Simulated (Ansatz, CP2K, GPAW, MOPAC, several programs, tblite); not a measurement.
SnO (zincblende) from semi-empirical methods to plane-wave DFT

SnO in the zincblende structure, relaxed with r2SCAN in Ansatz, was computed with several methods. It is cubic, F-43m (No. 216); a = 5.416 Å in the conventional setting, 19.86 Å³ an atom. Sn has 4 O at 2.35 Å; O has 4 Sn at 2.35 Å. Simulation only: spin-unpolarised, and no claim that this is the phase found in nature.

```
Sn O
1.0
     0.00000    2.70821    2.70821
     2.70821    0.00000    2.70821
     2.70821    2.70821    0.00000
Sn O
1 1
Direct
  0.00000 0.00000 0.00000
  0.25000 0.25000 0.25000
```

Gaps and times are for a single point on this cell; volume and bulk modulus come from each method's own relaxation or energy curve at fixed shape. Times are rough, from shared hosts (Arm Neoverse V1), and each method has its own mesh and cell size. The energy curve of PM7 (MOPAC) is jagged, so its SCF state, and with it the gap, is in doubt. PM6 (MOPAC), PM7 (MOPAC), GFN1-xTB (tblite), GFN2-xTB (tblite) treat a cluster of cells at its zone centre, which samples few k points: where these miss a band edge, the gap comes out too large for that reason alone. Gaps from k meshes are read at a limited set of points (mesh, symmetry points, PBE's band edges), so each method's own least gap may be somewhat smaller. xTB and the PM methods were fitted mostly to molecules, and can miss a solid's gap by electronvolts. Minimal bases can be far off for gaps. d marks a direct gap, i an indirect one (no mark: not told apart), a dash a value that wasn't computed or didn't pass its checks.

| method | kind | gap (eV) | own volume (Å³/atom) | bulk modulus (GPa) | atoms computed | processor time |
| --- | --- | --- | --- | --- | --- | --- |
| light PBE (260 eV and a coarse mesh) | light plane-wave | overlap 0.21 | – | – | 2 | 0.86 s |
| GFN1-xTB (tblite) | tight binding | 1.87 | – | – | 64 | 2.2 s |
| PBE | semilocal | overlap 0.19 | 20.54 | 63 | 2 | 2.4 s |
| PM6 (MOPAC) | semi-empirical | 3.69 | – | – | 64 | 2.5 s |
| PBE/single zeta (GPAW) | small basis | 0 | – | – | 2 | 3.8 s |
| GFN2-xTB (tblite) | tight binding | 0.96 | – | – | 64 | 4.7 s |
| r2SCAN | semilocal | overlap 0.19 | 19.86 | 71 | 2 | 5.8 s |
| PBE/SZV (CP2K) | small basis | overlap 0.07 | – | – | 2 | 8 s |
| PBE/DZVP (CP2K) | small basis | overlap 0.22 | 21.23 | 59 | 2 | 16 s |
| PM7 (MOPAC) | semi-empirical | 3.85 | – | – | 64 | 25 s |

Volumes against r2SCAN's: PBE +3.4 %, PBE/DZVP (CP2K) +6.9 %.

With PBE and r2SCAN the bands overlap or touch, or nearly. Semilocal functionals can close a real gap, so this doesn't show a metal; small gaps of other methods may in turn close between the points read or with spin-orbit coupling, and the solid may be a semimetal.

No spin-orbit coupling is included; it can move band edges with weight on the heavy atoms by tenths of an eV.
